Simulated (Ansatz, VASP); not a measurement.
## One calculation of Au, two programs

The input INCAR:

```
PREC = Accurate
ENCUT = 600
EDIFF = 1E-6
ISMEAR = 0
SIGMA = 0.1
LREAL = False
LASPH = True
NELM = 80
ALGO = Normal
ISIF = 3
LWAVE = False
LCHARG = False
GGA = PE
IBRION = 2
NSW = 80
EDIFFG = -0.05
```

Contents of KPOINTS:

```
Automatic mesh
0
Gamma
  8 8 8
```

Contents of POSCAR:

```
Au
1.0
    0.0000000000      1.9854446169      1.9854446169
    1.9854446169      0.0000000000      1.9854446169
    1.9854446169      1.9854446169      0.0000000000
Au
1
Direct
    0.0000000000      0.0000000000      0.0000000000
```

Input for Ansatz:

```yaml
crystal:
  lattice:
    - [0.0, 1.9854446169, 1.9854446169]
    - [1.9854446169, 0.0, 1.9854446169]
    - [1.9854446169, 1.9854446169, 0.0]
  atoms:
    - { symbol: Au, position: [0.0, 0.0, 0.0] }
basis:
  ecutwfc: 420
kpoints:
  mp_grid: { grid: [8, 8, 8] }
hamiltonian:
  xc: pbe
scf:
  occupations: { method: gaussian, width: 0.1 }
output:
  forces: true
  stress: true
  eigenvalues: true
relax:
  adjacent_minimum: "off"
  f_tol: 0.05
  max_steps: 60
  cell: { stress_tol: 0.5 }
```

Alike in both runs: task relaxation of cell and atoms; functional PBE; k mesh 8 × 8 × 8; occupations gaussian, width 0.1 eV; no spin polarisation.

```csv
,VASP,Ansatz
version,VASP 6.6.1,Ansatz 0.2.0
potentials or method,"VASP PAW PBE potentials, release 64 (Au)","scalar-relativistic, plane waves, PAW"
plane-wave cutoff (eV),600,420
valence electrons in the cell,11,19
```

Ansatz gave:

```
gap on the k mesh at the Fermi level, each at its own relaxed structure (eV) : none
relaxed volume (Å³/atom)                                                     : 18.06
relaxed cell length with the largest relative difference (Å)                 : 2.945
energy change over the relaxation (meV/atom)                                 : -194
```

Problem. Estimate VASP's values.

Solution. gap on the k mesh at the Fermi level, each at its own relaxed structure (eV): none; relaxed volume (Å³/atom): 18.03; relaxed cell length with the largest relative difference (Å): 2.943; energy change over the relaxation (meV/atom): -190.

A gap of «none» marks a metal or a gap that the smearing closes. The two sets of potentials don't hold the same shells in valence.

Caveats: the volume moved by over 15 % at a fixed basis, so the end points are rough (VASP). Spin-orbit coupling is left out, which matters for the levels of Au.
